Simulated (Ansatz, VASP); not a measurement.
# Two plane-wave programs on Ti

The input INCAR:

```
SYSTEM = Ti
PREC     = Accurate       ! precision mode
ENCUT    = 520            ! plane-wave cutoff, eV
EDIFF    = 1E-7           ! SCF threshold, eV
ISMEAR   = -1             ! smearing method
SIGMA    = 0.1            ! smearing width, eV
LREAL    = .FALSE.        ! projectors in reciprocal space
LASPH    = .TRUE.         ! aspherical terms in the spheres
NELM     = 60             ! most SCF steps
ALGO     = Normal         ! electronic algorithm
ISIF     = 2              ! what is computed and relaxed
LWAVE    = .FALSE.        ! write WAVECAR
LCHARG   = .FALSE.        ! write CHGCAR
GGA      = RE             ! functional
NBANDS   = 12             ! bands
```

File KPOINTS:

```
Automatic mesh
0
G
  15 15 15
  0 0 0
```

The input POSCAR:

```
Ti
1.0
    0.0000000000      1.9862839933      1.9862839933
    1.9862839933      0.0000000000      1.9862839933
    1.9862839933      1.9862839933      0.0000000000
Ti
1
Direct
    0.0000000000      0.0000000000      0.0000000000
```

Input for Ansatz:

```yaml
crystal:
  lattice:
    - [0.0, 1.9862839933, 1.9862839933]
    - [1.9862839933, 0.0, 1.9862839933]
    - [1.9862839933, 1.9862839933, 0.0]
  atoms:
    - { symbol: Ti, position: [0.0, 0.0, 0.0] }
hamiltonian:
  xc: revpbe
  pseudopotentials:
    kind: paw
    azcp:
      Ti: "pseudopotentials/Ti.paw.azcp"
basis:
  ecutwfc: 420
  fft_grid_basis: typed
kpoints:
  mp_grid: { grid: [15, 15, 15], shift: [0, 0, 0] }
magnetization:
  spin_polarized: false
scf:
  occupations: { method: fermi_dirac, width: 0.1 }
  lower_state_search: "off"
output:
  stress: true
  write_density: true
  write_potential: true
  elf: true
  volumetric_format: npy
```

Alike in both runs: task single point; functional revPBE; k mesh 15 × 15 × 15; occupations fermi-dirac, width 0.1 eV; no spin polarisation.

|  | VASP | Ansatz |
| --- | --- | --- |
| version | VASP 6.6.1 | Ansatz 0.2.0 |
| potentials or method | VASP PAW PBE potentials, release 64 (Ti_sv) | plane waves (420 eV) with PAW, scalar-relativistic |
| plane-wave cutoff (eV) | 520 | 420 |
| valence electrons in the cell | 12 | 12 |

```csv
,VASP,Ansatz,Ansatz less VASP
pressure (GPa),15.8,16.3,+0.46
```

The functional is the same, so the differences come from potentials, cutoffs and numerics.

Caveats: so large a pressure means that the cell lies far from this level's equilibrium, or that cutoff or potentials fall short (VASP); the potentials were made for another functional, which shifts forces and pressure (VASP).
